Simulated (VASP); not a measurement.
# CdTe in VASP: one cell, several levels of theory

What does VASP give for CdTe built on the zincblende prototype, under -3.0 % strain along z alone, the cell held fixed? Runs: PBE, r2SCAN. The results are then set beside those of Ansatz 0.2.0 for the same cell.

The runs shown are made with VASP 6.6.1. PAW datasets, plane waves. Calculated at 0 K for a non-magnetic cell.

**1. Starting point**

The cell comes from an earlier relaxation with r2SCAN in another program, then strained, with the atoms relaxed again.

The symmetry is I-4m2 (No. 119, tetragonal); a = 4.639 Å, c = 6.363 Å in the conventional setting, 34.23 Å³ an atom. Cd has 4 Te at 2.81 Å; Te has 4 Cd at 2.81 Å.

As a file:

```xyz
2
Lattice="0.0000 3.2800 3.1816 3.2800 0.0000 3.1816 3.2800 3.2800 0.0000" Properties=species:S:1:pos:R:3 pbc="T T T"
Cd    0.0000    0.0000    0.0000
Te    1.6400    1.6400    1.5908
```

**2. PBE**

Input file INCAR:

```
ENCUT = 520.000000
SIGMA = 0.020000
EDIFF = 1.00e-07
GGA = PE
PREC = Accurate
IBRION = -1
ISIF = 2
ISMEAR = -1
NBANDS = 16
NELM = 120
NSW = 0
LASPH = .TRUE.
LCHARG = .TRUE.
LELF = .TRUE.
LWAVE = .FALSE.
LREAL = .FALSE.
```

Input file KPOINTS:

```
KPOINTS created by Atomic Simulation Environment
0
Gamma
6 6 6
0 0 0
```

Input file KPOINTS_OPT:

```
special points
6
Reciprocal
0.0000000000 0.0000000000 0.0000000000 1
-0.5000000000 -0.5000000000 0.0000000000 1
-0.3750000000 -0.3750000000 0.2500000000 1
-0.3750000000 0.0000000000 0.3750000000 1
0.0000000000 0.0000000000 0.5000000000 1
-0.5000000000 -0.2500000000 0.2500000000 1
```

Input file POSCAR:

```
Cd Te
 1.0000000000000000
     0.0000000000000000    3.2799551162000000    3.1815564627000001
     3.2799551162000000    0.0000000000000000    3.1815564627000001
     3.2799551162000000    3.2799551162000000    0.0000000000000000
 Cd  Te
   1   1
Cartesian
  0.0000000000000000  0.0000000000000000  0.0000000000000000
  1.6399775581000000  1.6399775581000000  1.5907782313500001
```

Potentials: the recommended PBE PAW datasets, 18 valence electrons in the neutral cell.

Started as:

```bash
> mpirun -np 1 vasp_std
```

Printed to the terminal (iteration lines stand in OSZICAR):

```text
POSCAR found type information on POSCAR CdTe
 POSCAR found :  2 types and       2 ions
 LDA part: xc-table for (Slater+PW92), standard interpolation
 POSCAR, INCAR and KPOINTS ok, starting setup
 FFT: planning ... GRIDC
 FFT: planning ... GRID_SOFT
 FFT: planning ... GRID
 WAVECAR not read
 entering main loop
 Start KPOINTS_OPT (optional k-point list driver)
k-point batch [1-6\6]
```

OSZICAR:

```text
N       E                     dE             d eps       ncg     rms          rms(c)
DAV:   1     0.997374448324E+02    0.99737E+02   -0.82927E+03   968   0.975E+02
DAV:   2    -0.134124876461E+01   -0.10108E+03   -0.95814E+02  1120   0.234E+02
DAV:   3    -0.497213177981E+01   -0.36309E+01   -0.36253E+01  1208   0.458E+01
DAV:   4    -0.500602667138E+01   -0.33895E-01   -0.33893E-01  1432   0.391E+00
DAV:   5    -0.500618375563E+01   -0.15708E-03   -0.15708E-03  1240   0.213E-01    0.554E+00
DAV:   6    -0.478898622318E+01    0.21720E+00   -0.37136E-01  1144   0.730E+00    0.453E+00
DAV:   7    -0.477324749489E+01    0.15739E-01   -0.10806E-01  1120   0.213E+00    0.173E+00
DAV:   8    -0.477417633211E+01   -0.92884E-03   -0.10958E-02  1120   0.119E+00    0.471E-01
DAV:   9    -0.477449889230E+01   -0.32256E-03   -0.96446E-04  1200   0.329E-01    0.110E-01
DAV:  10    -0.477455759945E+01   -0.58707E-04   -0.11406E-04  1208   0.102E-01    0.557E-02
DAV:  11    -0.477459641369E+01   -0.38814E-04   -0.78517E-05  1120   0.582E-02    0.369E-02
DAV:  12    -0.477459545029E+01    0.96339E-06   -0.31257E-06  1232   0.148E-02    0.236E-02
DAV:  13    -0.477459508889E+01    0.36140E-06   -0.89098E-07  1200   0.470E-03    0.110E-02
DAV:  14    -0.477459520504E+01   -0.11615E-06   -0.90239E-07  1136   0.560E-03    0.698E-03
DAV:  15    -0.477459527018E+01   -0.65136E-07   -0.57622E-08  1024   0.202E-03
   1 F= -.47745953E+01 E0= -.47745953E+01  d E =-.238618E-09
       N       E                     dE             ncg
DAV:   1     0.810765313156E+03   -0.26191E+04      192
DAV:   2     0.175560450162E+03   -0.63520E+03      232
DAV:   3     0.152156385277E+03   -0.23404E+02      256
DAV:   4     0.151947036814E+03   -0.20935E+00      304
DAV:   5     0.151946597899E+03   -0.43891E-03      256
DAV:   6     0.151946586994E+03   -0.10905E-04      312
DAV:   7     0.151946586958E+03   -0.36466E-07      232
```

The lines after F= are the extra pass for the points of KPOINTS_OPT, at fixed density; their E is not a total energy.

From OUTCAR:

```text
k-points           NKPTS =     30   k-points in BZ     NKDIM =     30   number of bands    NBANDS=     16

   NELECT =      18.0000    total number of electrons

   dimension x,y,z NGX =    36 NGY =   36 NGZ =   36
   dimension x,y,z NGXF=    72 NGYF=   72 NGZF=   72

  energy-cutoff  :      520.00
  volume of cell :       68.46
      direct lattice vectors                 reciprocal lattice vectors
     0.000000000  3.279955116  3.181556463    -0.152441110  0.152441110  0.157155784
     3.279955116  0.000000000  3.181556463     0.152441110 -0.152441110  0.157155784
     3.279955116  3.279955116  0.000000000     0.152441110  0.152441110 -0.157155784

 k-points in reciprocal lattice and weights: KPOINTS created by Atomic Simulation Env
   0.00000000  0.00000000  0.00000000       0.005
   0.16666667  0.00000000  0.00000000       0.037
   0.33333333  0.00000000  0.00000000       0.037
   0.50000000  0.00000000  0.00000000       0.019
   0.16666667  0.16666667  0.00000000       0.009
   0.33333333  0.16666667  0.00000000       0.037
   0.50000000  0.16666667  0.00000000       0.037
  -0.33333333  0.16666667  0.00000000       0.037
[... 22 more k-points ...]

 E-fermi :   2.7042

 k-point     1 :       0.0000    0.0000    0.0000
  band No.  band energies     occupation
      1      -8.8407      2.00000
      2      -5.9752      2.00000
      3      -5.9752      2.00000
      4      -5.9680      2.00000
      5      -5.7199      2.00000
      6      -5.7152      2.00000
      7       2.2646      2.00000
      8       2.2646      2.00000
      9       2.3582      2.00000
     10       3.0451      0.00000
     11       6.9008      0.00000
     12       6.9081      0.00000
     13       6.9081      0.00000
     14       9.7531      0.00000
     15      11.4348      0.00000
     16      11.8224      0.00000

 k-point     2 :       0.1667    0.0000    0.0000
  band No.  band energies     occupation
      1      -8.7422      2.00000
      2      -5.9571      2.00000
      3      -5.9522      2.00000
      4      -5.8901      2.00000
      5      -5.7200      2.00000
      6      -5.7170      2.00000
      7       0.5649      2.00000
      8       2.0277      2.00000
      9       2.1147      2.00000
     10       4.1393      0.00000
     11       6.9966      0.00000
     12       7.2274      0.00000
     13       7.2767      0.00000
     14      10.6569      0.00000
     15      10.6678      0.00000
     16      10.9485      0.00000

 k-point     3 :       0.3333    0.0000    0.0000
  band No.  band energies     occupation
      1      -8.5455      2.00000
      2      -5.9265      2.00000
      3      -5.9198      2.00000
      4      -5.7171      2.00000
      5      -5.7135      2.00000
      6      -5.6130      2.00000
      7      -1.2610      2.00000
      8       1.6314      2.00000
      9       1.7576      2.00000
     10       4.2121      0.00000
     11       7.4528      0.00000
     12       7.5847      0.00000
     13       8.5622      0.00000
     14      10.3635      0.00000
     15      11.1879      0.00000
     16      11.1903      0.00000

 k-point     4 :       0.5000    0.0000    0.0000
  band No.  band energies     occupation
      1      -8.4494      2.00000
      2      -5.9149      2.00000
      3      -5.9068      2.00000
      4      -5.7119      2.00000
      5      -5.7059      2.00000
      6      -5.3698      2.00000
      7      -2.0930      2.00000
      8       1.4592      2.00000
      9       1.6025      2.00000
     10       4.1011      0.00000
     11       7.3986      0.00000
     12       7.5854      0.00000
     13       9.3817      0.00000
     14      10.9156      0.00000
     15      12.4901      0.00000
     16      12.6931      0.00000

 k-point     5 :       0.1667    0.1667    0.0000
  band No.  band energies     occupation
      1      -8.7062      2.00000
      2      -5.9382      2.00000
      3      -5.9382      2.00000
      4      -5.8873      2.00000
      5      -5.7194      2.00000
      6      -5.7113      2.00000
      7       0.6140      2.00000
      8       1.6510      2.00000
      9       1.6510      2.00000
     10       4.7789      0.00000
     11       5.9814      0.00000
     12       7.8367      0.00000
     13       7.8367      0.00000
     14       9.6570      0.00000
     15      11.6001      0.00000
     16      11.6915      0.00000

 k-point     6 :       0.3333    0.1667    0.0000
  band No.  band energies     occupation
      1      -8.5424      2.00000
      2      -5.9107      2.00000
      3      -5.9029      2.00000
      4      -5.7732      2.00000
      5      -5.7037      2.00000
      6      -5.6245      2.00000
      7      -0.7918      2.00000
      8       1.1991      2.00000
      9       1.2311      2.00000
     10       5.1064      0.00000
     11       6.2965      0.00000
     12       8.0818      0.00000
     13       8.3535      0.00000
     14      10.2399      0.00000
     15      12.0100      0.00000
     16      12.1051      0.00000

 k-point     7 :       0.5000    0.1667    0.0000
  band No.  band energies     occupation
      1      -8.4179      2.00000
      2      -5.8940      2.00000
      3      -5.8883      2.00000
      4      -5.7379      2.00000
      5      -5.7034      2.00000
      6      -5.3373      2.00000
      7      -1.8792      2.00000
      8       0.7251      2.00000
      9       1.1371      2.00000
     10       5.0046      0.00000
     11       7.0390      0.00000
     12       8.1563      0.00000
     13       8.7781      0.00000
     14      11.1716      0.00000
     15      12.4053      0.00000
     16      12.7276      0.00000

 k-point     8 :      -0.3333    0.1667    0.0000
  band No.  band energies     occupation
      1      -8.4522      2.00000
      2      -5.9017      2.00000
      3      -5.8945      2.00000
      4      -5.7206      2.00000
      5      -5.7193      2.00000
      6      -5.4324      2.00000
      7      -1.6111      2.00000
      8       0.5990      2.00000
      9       1.4309      2.00000
     10       5.0726      0.00000
     11       7.2686      0.00000
     12       7.8840      0.00000
     13       8.7081      0.00000
     14      10.7547      0.00000
     15      11.4456      0.00000
     16      12.6457      0.00000

[... the tables of k-points 9 to 30 left out ...]

  Total        0.9773320      0.9773320      1.1554397      0.0000000      0.0000000     -0.0000000
  in kB       22.8742707     22.8742707     27.0428474      0.0000000      0.0000000     -0.0000000
  external PRESSURE =      24.2637963 kB  Pullay stress =       0.0000000 kB

 POSITION                                       TOTAL-FORCE (eV/Angst)
 -----------------------------------------------------------------------------------
      0.00000      0.00000      0.00000         0.000000      0.000000      0.000000
      1.63998      1.63998      1.59078        -0.000000     -0.000000      0.000000
 -----------------------------------------------------------------------------------
    total drift:                               -0.000000     -0.000000      0.000000

  FREE ENERGIE OF THE ION-ELECTRON SYSTEM (eV)
  ---------------------------------------------------
  free  energy   TOTEN  =        -4.7745952702 eV

  energy  without entropy=       -4.7745952699  energy(sigma->0) =       -4.77459527
```

Hardware: 1 MPI rank of Intel Xeon Platinum 8488C, shared host.

The levels at the points of KPOINTS_OPT are read from vasprun.xml.

Levels at the named points, in eV from the top of band v (v: the last filled band by count, c: the next):

```
point    v−1      v     c   c+1
    Γ  -0.09   0.00  0.69  4.54
    X  -1.99  -1.99  2.46  2.48
    U  -2.59  -1.68  2.72  4.32
    K  -2.59  -1.54  2.90  4.51
    L  -0.90  -0.76  1.74  5.04
    W  -2.37  -2.23  4.10  4.56
```

The PBE gap is 0.69 eV, direct at Γ. Pressure: 2.43 GPa; the forces vanish within 0.01 eV/Å.

The maps below are laid out on this run's own conventional cell (a, b, c = 4.639, 4.639, 6.363 Å).

Density in a lattice plane of the grid's cell (edges 4.64 and 6.36 Å, at 0.000 of the third edge), which holds Cd and Te.

Ten even steps from ' ' (-0.46 e/Å³) to '@' (9.90 e/Å³):
```
##++--..                      ..--++
--::..                          ..::
..                                  
                                    
                                    
                                    
                                    
                                    
                                    
                                    
                                    
                                    
                                    
                                    
                                    
                                    
..                                  
--::..                          ..::
##++--..                      ..--++
@@##==..                      ..==##
```
Columns run along the first of these edges and rows up along the second, over one cell in 18 and 20 even steps from the bottom left corner. Atoms in the plane (fractional): Cd at (0.00, 0.00), Te at (0.50, 0.75).

ELF in the same plane.

Ten even steps from '0' (0.00) to '9' (0.87):
```
001223688988632210
122236999999963222
322258999999985222
222489997679998422
113689986568998631
013689987678998631
002578999999987520
001367899999876310
000135788988753100
000012456665421000
000000123332100000
000000000000000000
000000000000000000
000000000000000000
111100000000000111
221110000000001112
322221000000012222
123321110001112332
001322223332222310
000222356665322200
```
Columns run along the first of these edges and rows up along the second, over one cell in 18 and 20 even steps from the bottom left corner. Atoms in the plane (fractional): Cd at (0.00, 0.00), Te at (0.50, 0.75).

Both are smooth fields of the valence electrons: close to the nuclei they are not physical.

The highest ELF values outside the cores: 0.87 in the shell around Te, 1.0 Å from Te.

[end of part 1 of 2]
